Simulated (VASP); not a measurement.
# MgO (Fm-3m) in VASP: settings compared, part 2 of 2

VASP 6.6.1.

### 4 Band structure, PBE0

POSCAR reads:

```
MgO
1.0
    0.0000000000      2.0970013927      2.0970013927
    2.0970013927      0.0000000000      2.0970013927
    2.0970013927      2.0970013927      0.0000000000
Mg O
1 1
Direct
    0.0000000000      0.0000000000      0.0000000000
    0.5000000000      0.5000000000      0.5000000000
```

INCAR.step1 reads:

```
ALGO     = Normal         # electronic algorithm
EDIFF    = 1E-5           # SCF threshold, eV
ENCUT    = 520            # plane-wave cutoff, eV
GGA      = PE             # functional
ISIF     = 2              # what is computed and relaxed
ISMEAR   = 0              # smearing method
KPAR     = 4            
LASPH    = T              # aspherical terms in the spheres
LCHARG   = F              # write CHGCAR
LREAL    = F              # projectors in reciprocal space
LWAVE    = T              # write WAVECAR
NBANDS   = 11             # bands
NELM     = 80             # most SCF steps
PREC     = Accurate       # precision mode
SIGMA    = 0.02           # smearing width, eV
```

INCAR.step2 reads:

```
AEXX     = 0.25           # exact-exchange fraction
ALGO     = Normal         # electronic algorithm
EDIFF    = 1E-7           # SCF threshold, eV
ENCUT    = 520            # plane-wave cutoff, eV
GGA      = PE             # functional
HFRCUT   = -1           
ISIF     = 2              # what is computed and relaxed
ISMEAR   = 0              # smearing method
ISTART   = 1            
KPAR     = 4            
LASPH    = T              # aspherical terms in the spheres
LCHARG   = F              # write CHGCAR
LHFCALC  = T              # exact exchange
LREAL    = F              # projectors in reciprocal space
LWAVE    = F              # write WAVECAR
NBANDS   = 11             # bands
NELM     = 80             # most SCF steps
PREC     = Accurate       # precision mode
PRECFOCK = Fast         
SIGMA    = 0.02           # smearing width, eV
```

KPOINTS reads:

```
k-points
0
Gamma
  8 8 8
```

KPOINTS_OPT reads:

```
path GXWKGLUWLK,UX
8
line-mode
reciprocal
 0.0000000000  0.0000000000  0.0000000000  G
 0.5000000000  0.0000000000  0.5000000000  X

 0.5000000000  0.0000000000  0.5000000000  X
 0.5000000000  0.2500000000  0.7500000000  W

 0.5000000000  0.2500000000  0.7500000000  W
 0.3750000000  0.3750000000  0.7500000000  K

 0.3750000000  0.3750000000  0.7500000000  K
 0.0000000000  0.0000000000  0.0000000000  G

 0.0000000000  0.0000000000  0.0000000000  G
 0.5000000000  0.5000000000  0.5000000000  L

 0.5000000000  0.5000000000  0.5000000000  L
 0.6250000000  0.2500000000  0.6250000000  U

 0.6250000000  0.2500000000  0.6250000000  U
 0.5000000000  0.2500000000  0.7500000000  W

 0.5000000000  0.2500000000  0.7500000000  W
 0.5000000000  0.5000000000  0.5000000000  L

 0.5000000000  0.5000000000  0.5000000000  L
 0.3750000000  0.3750000000  0.7500000000  K

 0.6250000000  0.2500000000  0.6250000000  U
 0.5000000000  0.0000000000  0.5000000000  X
```

Potentials or basis: VASP PAW PBE potentials, release 64 (Mg, O).

Started as:

```sh
$ cat potpaw_PBE.64/Mg/POTCAR potpaw_PBE.64/O/POTCAR > POTCAR
$ cp INCAR.step1 INCAR
$ mpirun -np 4 vasp_std > vasp.out
$ cp INCAR.step2 INCAR
$ mpirun -np 4 vasp_std > vasp.out
```

OUTCAR:

```text
AEXX = 0.25
   EDIFF = 1E-7
   ENCUT = 520
   GGA = PE
   ISIF = 2
   ISMEAR = 0
   ISTART = 1
   LASPH = T
   LHFCALC = T
   LREAL = F
   NELM = 80
   PREC = Accurate
   PRECFOCK = Fast

 ion  position               nearest neighbor table
   1  0.000  0.000  0.000-   2 2.10   2 2.10   2 2.10   2 2.10   2 2.10   2 2.10
   2  0.500  0.500  0.500-   1 2.10   1 2.10   1 2.10   1 2.10   1 2.10   1 2.10

  LATTYP: Found a face centered cubic cell.
 ALAT       =     4.1940027854

  Lattice vectors:

 A1 = (   0.0000000000,   2.0970013927,   2.0970013927)
 A2 = (   2.0970013927,   0.0000000000,   2.0970013927)
 A3 = (   2.0970013927,   2.0970013927,   0.0000000000)

Analysis of symmetry for initial positions (statically):
=====================================================================
 Subroutine PRICEL returns:
 Original cell was already a primitive cell.

 Routine SETGRP: Setting up the symmetry group for a
 face centered cubic supercell.

 Subroutine GETGRP returns: Found 48 space group operations
 (whereof 48 operations were pure point group operations)
 out of a pool of 48 trial point group operations.

The static configuration has the point symmetry O_h .

[... 174 lines left out ...]
 fundamental gap:      7.3175587220
 Fermi energy:         1.8119594417

 k-point     1 :       0.0000    0.0000    0.0000
  band No.  band energies     occupation
      1     -17.2762      2.00000
      2       1.6409      2.00000
      3       1.6409      2.00000
      4       1.6409      2.00000
      5       8.9585      0.00000
      6      20.2557      0.00000
      7      20.2557      0.00000
      8      20.2557      0.00000
      9      24.1885      0.00000
     10      26.1810      0.00000
     11      26.1810      0.00000
[... 309 lines left out ...]
 k-point    24 :      -0.3750    0.2500    0.1250
  band No.  band energies     occupation
      1     -15.7288      2.00000
      2      -2.7152      2.00000
      3      -0.4771      2.00000
      4       0.5417      2.00000
      5      14.0581      0.00000
      6      16.8990      0.00000
      7      18.0602      0.00000
      8      21.6284      0.00000
      9      25.2700      0.00000
     10      26.9649      0.00000
     11      31.0305      0.00000

 [... further k-points ...]
[... 5 lines left out ...]
  --------------------------------------------------------------------------------------
  -------------------------------------------------------------------------------------
  Total        0.0741623      0.0741623      0.0741623      0.0000000      0.0000000      0.0000000
  in kB        6.4426994      6.4426994      6.4426994      0.0000000      0.0000000      0.0000000
  external PRESSURE =       6.4426994 kB  Pullay stress =       0.0000000 kB

 VOLUME and BASIS-vectors are now :
 -----------------------------------------------------------------------------
  energy-cutoff  :      520.00
  volume of cell :       18.44
      direct lattice vectors                 reciprocal lattice vectors
     0.000000000  2.097001393  2.097001393    -0.238435702  0.238435702  0.238435702
     2.097001393  0.000000000  2.097001393     0.238435702 -0.238435702  0.238435702
     2.097001393  2.097001393  0.000000000     0.238435702  0.238435702 -0.238435702

 POSITION                                       TOTAL-FORCE (eV/Angst)
 -----------------------------------------------------------------------------------
      0.00000      0.00000      0.00000         0.000000      0.000000      0.000000
      2.09700      2.09700      2.09700        -0.000000     -0.000000     -0.000000
 -----------------------------------------------------------------------------------
    total drift:                               -0.000000     -0.000000     -0.000000

  FREE ENERGIE OF THE ION-ELECTRON SYSTEM (eV)
  ---------------------------------------------------
  free  energy   TOTEN  =       -14.7838593311 eV

  energy  without entropy=      -14.7838593311  energy(sigma->0) =      -14.78385933
```

OUTCAR.step1:

```text
EDIFF = 1E-5
   ENCUT = 520
   GGA = PE
   ISIF = 2
   ISMEAR = 0
[... 559 lines left out ...]
 -----------------------------------------------------------------------------------
      0.00000      0.00000      0.00000        -0.000000     -0.000000     -0.000000
      2.09700      2.09700      2.09700         0.000000      0.000000      0.000000
 -----------------------------------------------------------------------------------
    total drift:                               -0.000000     -0.000000      0.000000

  FREE ENERGIE OF THE ION-ELECTRON SYSTEM (eV)
  ---------------------------------------------------
  free  energy   TOTEN  =       -11.8976730900 eV

  energy  without entropy=      -11.8976730900  energy(sigma->0) =      -11.89767309
```

Wall time 6.3 min (4 MPI ranks of Intel Xeon Platinum 8559C (Emerald Rapids), shared host); peak memory 0.2 GiB.

What came out:

```
Free energy             : -14.7839 eV
Pressure                : 0.6 GPa
Band gap on the k mesh  : 7.32 eV, direct
Band gap along the path : 7.32 eV, direct
```

Levels at the corners of the path, in eV from the valence-band top:
| point | band 1 | band 2 | band 3 | band 4 | band 5 | band 6 | band 7 | band 8 |
| --- | --- | --- | --- | --- | --- | --- | --- | --- |
| Γ | -18.92 | 0.00 | 0.00 | 0.00 | 7.32 | 18.61 | 18.61 | 18.61 |
| X | -17.25 | -4.47 | -1.50 | -1.50 | 11.63 | 12.77 | 16.29 | 22.37 |
| X | -17.25 | -4.47 | -1.50 | -1.50 | 11.63 | 12.77 | 16.29 | 22.37 |
| W | -17.20 | -3.24 | -3.24 | -1.94 | 14.53 | 14.53 | 15.15 | 18.59 |
| W | -17.20 | -3.24 | -3.24 | -1.94 | 14.53 | 14.53 | 15.15 | 18.59 |
| K | -17.24 | -3.82 | -2.96 | -1.28 | 12.76 | 14.73 | 15.59 | 21.36 |
| K | -17.24 | -3.82 | -2.96 | -1.28 | 12.76 | 14.73 | 15.59 | 21.36 |
| Γ | -18.92 | 0.00 | 0.00 | 0.00 | 7.32 | 18.61 | 18.61 | 18.61 |
| Γ | -18.92 | 0.00 | 0.00 | 0.00 | 7.32 | 18.61 | 18.61 | 18.61 |
| L | -17.53 | -5.02 | -0.73 | -0.73 | 10.51 | 15.80 | 19.24 | 19.24 |
| L | -17.53 | -5.02 | -0.73 | -0.73 | 10.51 | 15.80 | 19.24 | 19.24 |
| U | -17.24 | -3.82 | -2.96 | -1.28 | 12.76 | 14.73 | 15.59 | 21.36 |
| U | -17.24 | -3.82 | -2.96 | -1.28 | 12.76 | 14.73 | 15.59 | 21.36 |
| W | -17.20 | -3.24 | -3.24 | -1.94 | 14.53 | 14.53 | 15.15 | 18.59 |
| W | -17.20 | -3.24 | -3.24 | -1.94 | 14.53 | 14.53 | 15.15 | 18.59 |
| L | -17.53 | -5.02 | -0.73 | -0.73 | 10.51 | 15.80 | 19.24 | 19.24 |
| L | -17.53 | -5.02 | -0.73 | -0.73 | 10.51 | 15.80 | 19.24 | 19.24 |
| K | -17.24 | -3.82 | -2.96 | -1.28 | 12.76 | 14.73 | 15.59 | 21.36 |
| U | -17.24 | -3.82 | -2.96 | -1.28 | 12.76 | 14.73 | 15.59 | 21.36 |
| X | -17.25 | -4.47 | -1.50 | -1.50 | 11.63 | 12.77 | 16.29 | 22.37 |

Caveat: the PAW data sets were made with another functional, which shifts forces and pressure a little.

### 5 Overview

| level | screening parameter | exchange at q = 0 | gap on the mesh (eV) | pressure (GPa) |
| --- | --- | --- | --- | --- |
| HSE06 | 0.2 1/A | - | 6.60 | 0.6 |
| HSE03 | - | - | 6.33 | 0.8 |
| PBE0 | - | truncated | 7.32 | 0.6 |

Alike in all rows: task band structure; potentials or basis VASP PAW PBE potentials, release 64 (Mg, O); no spin polarisation; cell as given; k mesh 8 × 8 × 8; cutoff (eV) 520; smearing gaussian 0.02 eV.

On the cell as given the gap runs from 6.33 eV (HSE03) to 7.32 eV (PBE0).

Caveats: the PAW data sets were made with another functional, which shifts forces and pressure a little.

Absolute energies hang on the potentials; compare differences alone.

### 6 Against experiment

Step 2. Measured gap of MgO: 7.83 eV (quoted in “Electronic structure of alkaline earth and post-transition metal oxides”, 2009, arxiv:0908.1581). This calculation gives 6.60 eV (-1.23 eV). The value is that of HSE06, without temperature or zero-point motion. The cell is a database's relaxed one, not the measured one, which moves gaps too.

Step 3. A measured gap of MgO is 7.83 eV (quoted in “Electronic structure of alkaline earth and post-transition metal oxides”, 2009, arxiv:0908.1581); the calculated 6.33 eV misses it by -1.50 eV. The value is that of HSE03, without temperature or zero-point motion. The cell is a database's relaxed one, not the measured one, which moves gaps too.

Step 4. Measured gap of MgO: 7.83 eV (quoted in “Electronic structure of alkaline earth and post-transition metal oxides”, 2009, arxiv:0908.1581). This calculation gives 7.32 eV (-0.51 eV). The value is that of PBE0, without temperature or zero-point motion. The cell is a database's relaxed one, not the measured one, which moves gaps too.
